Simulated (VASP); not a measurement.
Wanted: the native input for a VASP 6.6.1 run.

```yaml
Task: relaxation of cell and atoms
Functional: PBE
Potentials_or_basis: VASP PAW PBE potentials, release 64 (W_sv, C)
Cutoff: 520 eV
k_mesh: 18 × 18 × 14
Occupations: gaussian, width 0.3 eV
Spin: no spin polarisation
Further_INCAR_settings: ALGO = Fast; EDIFF = 1e-07; IBRION = 2; EDIFFG = -0.002; NSW = 80; ISIF = 3
```

The structure of WC lies in POSCAR:

```
WC
1.0
    2.9065000000      0.0000000000      0.0000000000
   -1.4532500000      2.5171028400      0.0000000000
    0.0000000000      0.0000000000      2.8366000000
W C
1 1
Direct
    0.0000000000      0.0000000000      0.0000000000
    0.6666666700      0.3333333300      0.5000000000
```

One way to write it, as run:

INCAR

```
PREC = Accurate
ENCUT = 520
EDIFF = 1E-7
ISMEAR = 0
SIGMA = 0.3
LREAL = F
LASPH = T
NELM = 80
ALGO = Fast
ISIF = 3
LWAVE = F
LCHARG = F
GGA = PE
IBRION = 2
NSW = 80
EDIFFG = -0.002
```

KPOINTS

```
regular mesh
0
Gamma
  18 18 14
```

Potentials or basis: VASP PAW PBE potentials, release 64 (W_sv, C).

Launch:

```console
$ cat potpaw_PBE.64/W_sv/POTCAR potpaw_PBE.64/C/POTCAR > POTCAR
$ mpirun -np 1 vasp_std > vasp.out
```

It gave:

| Item | Value |
| --- | --- |
| Relaxed volume | 10.55 Å³/atom |
| Relaxed cell | a = 2.925 Å, b = 2.925 Å, c = 2.849 Å, α = 90.00°, β = 90.00°, γ = 120.00° |
| Space group after relaxing (to 0.05 Å) | P-6m2 (No. 187) |
| Energy gained by relaxing | 3.7 meV/atom |
| Ionic steps | 6 |
| Pressure after relaxing | 0.0 GPa |
| Band gap on the k mesh | none (metal or under the smearing width) |

Run time: 4.2 min on 1 thread of AMD EPYC 9R14 (Zen 4), with other jobs on the host, peak memory 0.19 GiB.
